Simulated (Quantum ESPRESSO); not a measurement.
Runs of Quantum ESPRESSO 7.5 on InP. It takes space group F-43m (No. 216, cubic). Conventional cell: a = 5.861 Å, b = 5.861 Å, c = 5.861 Å, α = 90.00°, β = 90.00°, γ = 90.00°. In (site symmetry -43m) has 4 P at 2.54 Å as nearest neighbours. P (site symmetry -43m) is surrounded by 4 In at 2.54 Å. 

| level | potentials or basis | cell | k mesh | cutoff (eV) | smearing | k mesh of the self-consistent run | form of the LDA | mesh quality | gap on the mesh (eV) |
| --- | --- | --- | --- | --- | --- | --- | --- | --- | --- |
| PBE | PseudoDojo 0.4.1 SR PBE standard | as given | 4 × 4 × 4 | 435 | fixed | 8 × 8 × 8 | - | coarse | 0.58 |
| PBE | PseudoDojo 0.4 SR PBE stringent | volume scaled by 0.92 | 4 × 4 × 4 | 1116 | fixed | 8 × 8 × 8 | - | coarse | (a) |
| PBE | Ansatz NC SR PBE | volume scaled by 1.04 | 12 × 12 × 12 | 762 | fixed | 12 × 12 × 12 | - | not flagged | 0.49 |
| PBE | PseudoDojo 0.4.1 SR PBE standard | as given | 4 × 4 × 4 | 327 | fermi-dirac 0.05 eV | 8 × 8 × 8 | - | coarse | 0.08 |
| PBE | PseudoDojo 0.4.1 SR PBE standard | as given | 4 × 4 × 4 | 952 | fixed | 8 × 8 × 8 | - | coarse | 0.71 |
| PBE | PseudoDojo 0.4.1 SR PBE standard | as given | 4 × 4 × 4 | 1143 | fixed | 8 × 8 × 8 | - | coarse | 0.71 |
| PBE | PseudoDojo 0.4.1 SR PBE standard | as given | 4 × 4 × 4 | 816 | fixed | 8 × 8 × 8 | - | coarse | 0.71 |
| LDA | PseudoDojo 0.4.1 SR LDA stringent | volume scaled by 1.04 | 6 × 6 × 6 | 803 | fixed | 8 × 8 × 8 | PW92 | not flagged | (b) |

Alike in all rows: task single point; no spin polarisation.

**Question.** Fill in the values left out.

**Answer.** (a) 1.16; (b) 0.27.

Caveats: some runs use coarse meshes; spin-orbit coupling is left out, which moves the levels of the heavy elements.

A k mesh can miss the band edges, and the runs leave out spin-orbit coupling on In.

The runs don't all hold the same shells in valence.
